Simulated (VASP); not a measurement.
Here is a VASP 6.6.1 calculation.

The input KI.cif:

```cif
data_KI
_cell_length_a 4.29119666
_cell_length_b 4.29119666
_cell_length_c 4.29119666
_cell_angle_alpha 90.00000000
_cell_angle_beta 90.00000000
_cell_angle_gamma 90.00000000
_space_group_name_H-M_alt 'Pm-3m'
_space_group_name_Hall '-P 4 2 3'
_space_group_IT_number 221
loop_
_space_group_symop_operation_xyz
'x,y,z'
'-x,-y,-z'
'-y,x,z'
'y,-x,-z'
'-x,-y,z'
'x,y,-z'
'y,-x,z'
'-y,x,-z'
'x,-y,-z'
'-x,y,z'
'-y,-x,-z'
'y,x,z'
'-x,y,-z'
'x,-y,z'
'y,x,-z'
'-y,-x,z'
'z,x,y'
'-z,-x,-y'
'z,-y,x'
'-z,y,-x'
'z,-x,-y'
'-z,x,y'
'z,y,-x'
'-z,-y,x'
'-z,x,-y'
'z,-x,y'
'-z,-y,-x'
'z,y,x'
'-z,-x,y'
'z,x,-y'
'-z,y,x'
'z,-y,-x'
'y,z,x'
'-y,-z,-x'
'x,z,-y'
'-x,-z,y'
'-y,z,-x'
'y,-z,x'
'-x,z,y'
'x,-z,-y'
'-y,-z,x'
'y,z,-x'
'-x,-z,-y'
'x,z,y'
'y,-z,-x'
'-y,z,x'
'x,-z,y'
'-x,z,-y'
loop_
_atom_site_label
_atom_site_type_symbol
_atom_site_symmetry_multiplicity
_atom_site_Wyckoff_symbol
_atom_site_fract_x
_atom_site_fract_y
_atom_site_fract_z
_atom_site_occupancy
I1 I 1 b 0.5000000000 0.5000000000 0.5000000000 1
K1 K 1 a 0.0000000000 0.0000000000 0.0000000000 1
```

The input POSCAR:

```
I  K 
 1.0000000000000000
     4.2911966599999998    0.0000000000000000    0.0000000000000000
     0.0000000000000000    4.2911966599999998    0.0000000000000000
     0.0000000000000000    0.0000000000000000    4.2911966599999998
 I   K  
   1   1
Cartesian
  2.1455983299999999  2.1455983299999999  2.1455983299999999
  0.0000000000000000  0.0000000000000000  0.0000000000000000
```

INCAR.step1

```
SYSTEM = KI
PREC     = Accurate       ! precision mode
ENCUT    = 600            ! plane-wave cutoff, eV
EDIFF    = 1E-5           ! SCF threshold, eV
ISMEAR   = 0              ! smearing method
SIGMA    = 0.05           ! smearing width, eV
LREAL    = .FALSE.        ! projectors in reciprocal space
LASPH    = .TRUE.         ! aspherical terms in the spheres
NELM     = 60             ! most SCF steps
ALGO     = Normal         ! electronic algorithm
ISIF     = 2              ! what is computed and relaxed
LWAVE    = .TRUE.         ! write WAVECAR
LCHARG   = .FALSE.        ! write CHGCAR
GGA      = PE             ! functional
```

The input INCAR.step2:

```
SYSTEM = KI
PREC     = Accurate       ! precision mode
ENCUT    = 600            ! plane-wave cutoff, eV
EDIFF    = 1E-6           ! SCF threshold, eV
ISMEAR   = -5             ! smearing method
SIGMA    = 0.05           ! smearing width, eV
LREAL    = .FALSE.        ! projectors in reciprocal space
LASPH    = .TRUE.         ! aspherical terms in the spheres
NELM     = 60             ! most SCF steps
ALGO     = Normal         ! electronic algorithm
ISIF     = 2              ! what is computed and relaxed
LWAVE    = .FALSE.        ! write WAVECAR
LCHARG   = .FALSE.        ! write CHGCAR
METAGGA  = MBJ            ! meta-GGA
LORBIT   = 10             ! projections on sites
ISTART   = 1            
NEDOS    = 2001           ! points of the DOS
```

Contents of KPOINTS:

```
Automatic mesh
0
G
  6 6 6
  0 0 0
```

Potentials or basis: VASP PAW PBE potentials, release 64 (I_GW, K_sv_GW).

Run with:

```bash
$ ase convert -i cif -o vasp KI.cif POSCAR
$ cat potpaw_PBE.64/I_GW/POTCAR potpaw_PBE.64/K_sv_GW/POTCAR > POTCAR
$ cp INCAR.step1 INCAR
$ mpirun -np 1 vasp_std > vasp.out
$ cp INCAR.step2 INCAR
$ mpirun -np 1 vasp_std > vasp.out
```

Problem. Estimate the band gap on the k mesh.

Solution. 5.22 eV, indirect (least direct gap 5.48 eV).

States per cell in windows of 1 eV (zero at the valence-band top; states under -8 eV left out):
```
from (eV)  total  I1_p  K2_d  K2_s  I1_d  I1_s  K2_p
     -8.0   0.00  0.00  0.00  0.00  0.00  0.00  0.00
     -7.0   0.00  0.00  0.00  0.00  0.00  0.00  0.00
     -6.0   0.00  0.00  0.00  0.00  0.00  0.00  0.00
     -5.0   0.00  0.00  0.00  0.00  0.00  0.00  0.00
     -4.0   0.00  0.00  0.00  0.00  0.00  0.00  0.00
     -3.0   0.00  0.00  0.00  0.00  0.00  0.00  0.00
     -2.0   2.80  1.45  0.01  0.07  0.00  0.00  0.01
     -1.0   3.18  1.90  0.02  0.01  0.00  0.01  0.01
      0.0   0.00  0.00  0.00  0.00  0.00  0.00  0.00
      1.0   0.00  0.00  0.00  0.00  0.00  0.00  0.00
      2.0   0.00  0.00  0.00  0.00  0.00  0.00  0.00
      3.0   0.00  0.00  0.00  0.00  0.00  0.00  0.00
      4.0   0.00  0.00  0.00  0.00  0.00  0.00  0.00
      5.0   0.17  0.00  0.01  0.11  0.01  0.01  0.00
      6.0   2.36  0.07  0.30  0.92  0.15  0.09  0.02
      7.0   3.69  0.09  0.99  0.16  0.28  0.06  0.04
```

Caveat: spin-orbit coupling is left out, which moves the levels of the heavy elements. A k mesh can miss the band edges.
